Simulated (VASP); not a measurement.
Set up this calculation in VASP 6.6.1, as the native input.

| Property | Result |
| --- | --- |
| Task | single point |
| Functional | r2SCAN |
| Potentials or basis | VASP PAW PBE potentials, release 64 (Cr_pv, O) |
| Cutoff | 520 eV |
| k mesh | 8 × 8 × 4 |
| Occupations | gaussian, width 0.05 eV |
| Spin | collinear spin, ferromagnetic start |
| Starting moments | [3.0, 0.0, 0.0] μB |
| Fixed moment | 1 μB |
| Hubbard terms | Cr d U = 5 eV |
| Further INCAR settings | ALGO = Normal; EDIFF = 1e-07; NBANDS = 23 |

The structure of CrO2 lies in POSCAR:

```
CrO2
1.0
    2.7798784700      0.0000000000      0.0000000000
   -1.3899392400      2.4074453800      0.0000000000
    0.0000000000      0.0000000000      4.4845209400
Cr O
1 2
Direct
    0.0000000000      0.0000000000      0.0000000000
    0.3333333333      0.6666666667      0.2520000000
    0.6666666667      0.3333333333      0.7480000000
```

Measurements of this composition are mostly on another form, of space group No. 136.

The input as run:

INCAR

```
SYSTEM = CrO2
PREC = Accurate
ENCUT = 520
EDIFF = 1E-7
ISMEAR = 0
SIGMA = 0.05
LREAL = .FALSE.
LASPH = .TRUE.
NELM = 100
ALGO = Normal
ISIF = 2
LWAVE = .FALSE.
LCHARG = .TRUE.
ISPIN = 2
MAGMOM = 3 0 0
LORBIT = 11
NUPDOWN = 1
LMAXMIX = 4
LDAU = .TRUE.
LDAUTYPE = 2
LDAUL = 2 -1
LDAUU = 5 0
LDAUJ = 0 0
LDAUPRINT = 1
METAGGA = R2SCAN
LMIXTAU = .TRUE.
LELF = .TRUE.
LVHAR = .TRUE.
NBANDS = 23
```

KPOINTS

```
Automatic mesh
0
G
  8 8 4
  0 0 0
```

Potentials or basis: VASP PAW PBE potentials, release 64 (Cr_pv, O).

Command:

```bash
$ cat potpaw_PBE.64/Cr_pv/POTCAR potpaw_PBE.64/O/POTCAR > POTCAR
$ mpirun -np 1 vasp_std > vasp.out
```

It gave:

```
Pressure                                              : 1.6 GPa
Largest force                                         : 2.236 eV/Å
Net moment                                            : 1.00 μB per cell
Site moments                                          : Cr +1.41; O -0.18 μB
Valence electrons inside the program's atomic spheres : Cr 11.03; O 4.99
```

Caveat: the moment is held away from its start; the PAW data sets were made with another functional, which shifts forces and pressure a little; the total moment is fixed, so each spin has its own Fermi level; a cell with one magnetic atom can't hold antiferromagnetic order, which such compounds often take.

Run time: 4.9 min on 1 thread of Intel(R) Xeon(R) Platinum 8488C (Sapphire Rapids), with other jobs on the host, peak memory 0.2 GiB.
